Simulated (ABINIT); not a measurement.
The system is GaAs.

```xyz
2
Lattice="0.0000 2.8268 2.8268 2.8268 0.0000 2.8268 2.8268 2.8268 0.0000" Properties=species:S:1:pos:R:3 pbc="T T T"
As    4.2403    4.2403    4.2403
Ga    0.0000    0.0000    0.0000
```

Base run:

```yaml
Program: ABINIT 10.8.3 (patched build)
Functional: revPBE
Potentials_or_basis: JTH PAW PBE v2.0 sp
Cutoff: 463 eV
k_mesh: 8 × 8 × 8
Occupations: fermi-dirac, width 0.05 eV
Spin: no spin polarisation
```

Its results: band gap on the k mesh 0.62 eV, direct; pressure 4.8 GPa.

Problem. The run is repeated on the same cell with these changes: functional from revPBE to PBEsol. What comes out?

Solution. Band gap on the k mesh 0.46 eV, direct; pressure 0.3 GPa.

PBEsol binds more tightly than revPBE, so the same cell stands under less pressure.

Caveats: the PAW data sets were made with another functional, which shifts forces and pressure a little; this set keeps more shells in the core, which shifts pressures and gaps.
